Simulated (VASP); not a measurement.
A run of VASP 6.6.1 is set up as follows.

File INCAR:

```
SYSTEM = InP
  PREC = Accurate
  ENCUT = 520
  EDIFF = 1E-6
  ISMEAR = -1
  SIGMA = 0.05
  LREAL = .FALSE.
  LASPH = .TRUE.
  NELM = 60
  ALGO = Normal
  ISIF = 2
  LWAVE = .FALSE.
  LCHARG = .TRUE.
  GGA = PS
  LELF = .TRUE.
  LVHAR = .TRUE.
  NBANDS = 16
```

Contents of KPOINTS:

```
Automatic mesh
0
G
  12 12 12
  0 0 0
```

The input POSCAR:

```
InP
1.0
    0.0000000000      2.9305000000      2.9305000000
    2.9305000000      0.0000000000      2.9305000000
    2.9305000000      2.9305000000      0.0000000000
In P
1 1
Direct
    0.0000000000      0.0000000000      0.0000000000
    0.7500000000      0.7500000000      0.7500000000
```

Potentials or basis: VASP PAW PBE potentials, release 64 (In_d, P).

Command:

```bash
$ cat potpaw_PBE.64/In_d/POTCAR potpaw_PBE.64/P/POTCAR > POTCAR
$ mpirun -np 1 vasp_std > vasp.out
```

Problem. Predict the pressure.

Solution. 0.6 GPa.

Problem. What does it give for the band gap on the k mesh?

Solution. 0.62 eV, direct.

Caveat: the PAW data sets were made with another functional, which shifts forces and pressure a little; spin-orbit coupling is left out, which moves the levels of the heavy elements.

**What was measured.**

A printed reference work, data compilation reports, for a bulk crystal of InP at 1.6 K: band gap 1.4236 eV (direct).

Measured gap of InP: 1.4236 eV (direct; 1.6 K; a printed reference work, data compilation). This calculation gives 0.62 eV (-0.81 eV). Spin-orbit coupling on In is left out. The value is that of PBEsol, without temperature or zero-point motion. Semilocal functionals fall short of measured gaps as a rule.
